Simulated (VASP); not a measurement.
## Sb: relaxation of cell and atoms with PBE

The system is Sb.

```xyz
2
Lattice="2.1542 1.2437 3.7580 -2.1542 1.2437 3.7580 0.0000 -2.4875 3.7580" Properties=species:S:1:pos:R:3 pbc="T T T"
Sb    0.0000    0.0000    2.6324
Sb    0.0000    0.0000    8.6416
```

```yaml
Program: VASP 6.6.1
Task: relaxation of cell and atoms
Functional: PBE
Potentials_or_basis: VASP PAW PBE potentials, release 64 (Sb)
Cutoff: 520 eV
k_mesh: 12 × 12 × 12
Occupations: gaussian, width 0.1 eV
Spin: no spin polarisation
Further_INCAR_settings: ALGO = Normal; EDIFF = 1e-06; IBRION = 2; EDIFFG = -0.01; NSW = 90; ISIF = 3
```

```yaml
Relaxed_volume: 31.76 Å³/atom
Relaxed_cell: a = 4.587 Å, b = 4.587 Å, c = 4.587 Å, α = 57.00°, β = 57.00°, γ = 57.00°
Space_group_after_relaxing_to_0.05_Å: R-3m (No. 166)
Energy_gained_by_relaxing: 12.6 meV/atom
Ionic_steps: 7
Pressure_after_relaxing: 0.0 GPa
Band_gap_on_the_k_mesh: none (metal or under the smearing width)
```

Forces on the atoms (eV/Å):
```
Sb   0.000  0.000  0.002
Sb   0.000  0.000 -0.002
```

The path:
| step | energy change (eV) | largest force (eV/Å) | pressure (GPa) | volume (Å³) |
| --- | --- | --- | --- | --- |
| 1 | 0.0000 | 0.2386 | 2.80 | 60.41 |
| 2 | -0.0134 | 0.2266 | -1.57 | 65.14 |
| 3 | -0.0246 | 0.0517 | 0.04 | 63.16 |
| 4 | -0.0248 | 0.0363 | 0.03 | 63.23 |
| 5 | -0.0250 | 0.0011 | 0.00 | 63.43 |
| 6 | -0.0251 | 0.0014 | 0.01 | 63.47 |
| 7 | -0.0252 | 0.0022 | 0.01 | 63.53 |

Final structure:
```yaml
crystal:
  lattice:
    - [2.18875, 1.26368, 3.82817]
    - [-2.18875, 1.26368, 3.82817]
    - [0.00000, -2.52735, 3.82817]
  atoms:
    - { symbol: Sb, position: [0.23325, 0.23325, 0.23325] }
    - { symbol: Sb, position: [0.76675, 0.76675, 0.76675] }
```

Levels at points of the mesh, in eV from the Fermi level:
```
           k point  band 3  band 4  band 5  band 6  band 7  band 8
(0.00, 0.00, 0.00)   -1.89   -1.65   -1.65    2.06    2.65    2.65
(0.50, 0.00, 0.00)   -1.80   -1.70   -0.22   -0.18    0.27    0.63
(0.50, 0.50, 0.00)   -5.09   -3.47   -3.40    1.71    4.72    5.35
(0.50, 0.50, 0.50)   -1.20   -1.20   -0.50    0.26    0.26    1.11
```

It took 2.2 min on 1 thread of Intel(R) Xeon(R) Platinum 8559C (Emerald Rapids) (shared host), peak memory 0.28 GiB.

Spin-orbit coupling is left out, which matters for the levels of Sb. Zero-point motion and thermal expansion aren't in these numbers.
